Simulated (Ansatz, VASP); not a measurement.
**CdSe (Cadmoselite): VASP beside Ansatz**

```
CELL_PARAMETERS angstrom
4.12062 0.00000 0.00000
-2.06031 3.56856 0.00000
0.00000 0.00000 6.72715
ATOMIC_POSITIONS crystal
Cd 0.66667 0.33333 0.50000
Cd 0.33333 0.66667 0.00000
Se 0.66667 0.33333 0.88500
Se 0.33333 0.66667 0.38500
```

Change from the starting cell: volume scaled by 0.88.

Alike in both runs: task single point; functional PBE; dispersion D3(BJ); k mesh 7 × 7 × 4; occupations fermi-dirac, width 0.1 eV; collinear spin.

```csv
,VASP,Ansatz
version,VASP 6.6.1,Ansatz 0.2.0
potentials or method,"VASP PAW PBE potentials, release 64 (Cd, Se), cutoff 520 eV","all-electron LAPW, point nuclei"
```

|  | VASP | Ansatz | Ansatz less VASP |
| --- | --- | --- | --- |
| gap on the k mesh at the Fermi level (eV) | 0.98 | 0.97 | -0.007 |
| least direct gap on the mesh (eV) | 0.98 | 0.97 | -0.007 |
| pressure (GPa) | 10.8 | 10.2 | -0.54 |
| largest component of the traceless stress (GPa) | 2.75 | 2.67 | -0.080 |
| rms of the force components (eV/Å) | 0.261 | 0.253 | -0.0077 |
| net moment per atom (μB) | 0.00 | 0.00 | 0.000 |
| dispersion energy (meV/atom) | -368.2 | -368.3 | -0.09 |

Atom by atom the forces differ by 0.008 eV/Å (rms over components). Ansatz ran all-electron here, so the differences hold the error of VASP's frozen core and of both bases.

Caveats: the starting moments weren't kept (Ansatz).
